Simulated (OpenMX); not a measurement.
The system is TiCo.

```
Co Ti
1.0
     2.98611    0.00000    0.00000
     0.00000    2.98611    0.00000
     0.00000    0.00000    2.98611
Co Ti
1 1
Direct
  0.50000 0.50000 0.50000
  0.00000 0.00000 0.00000
```

The cell comes from a database or a generator and needn't be the stable form of this composition.

Alike in all runs: program OpenMX 3.8.5; functional PBE; potentials or basis OpenMX 2013 PBE set, Co6.0H-s3p2d2, Ti7.0-s3p2d2, grid cutoff 500 Ry; k mesh 7 × 7 × 7; occupations fermi-dirac, width 0.05 eV.

Starts and where they ended:

```csv
start,free energy over the lowest (meV/atom),net moment (μB),site or absolute moments (μB),gap
"collinear spin, zero start",44.7,0.00,-,none (metal or under the smearing width)
"collinear spin, ferromagnetic start of up to 2 μB",0.0,0.85,Co +1.05; Ti -0.20,none (metal or under the smearing width)
"collinear spin, antiferromagnetic start of up to 2 μB",0.0,0.85,Co +1.05; Ti -0.20,none (metal or under the smearing width)
"collinear spin, ferromagnetic start of up to 3.5 μB",0.0,0.85,Co +1.05; Ti -0.20,none (metal or under the smearing width)
"collinear spin, ferrimagnetic start of up to 2 μB",0.0,0.85,Co +1.05; Ti -0.20,none (metal or under the smearing width)
"collinear spin, random start of up to 1.09 μB",44.7,0.00,-,none (metal or under the smearing width)
```

The spin-polarised runs without a constraint all converged, yet they end up to 45 meV/atom apart: a converged run can sit in a state that isn't the lowest. A still lower state may exist.

Caveats: the basis of atomic orbitals isn't converged, which shifts pressures, moduli and gaps.
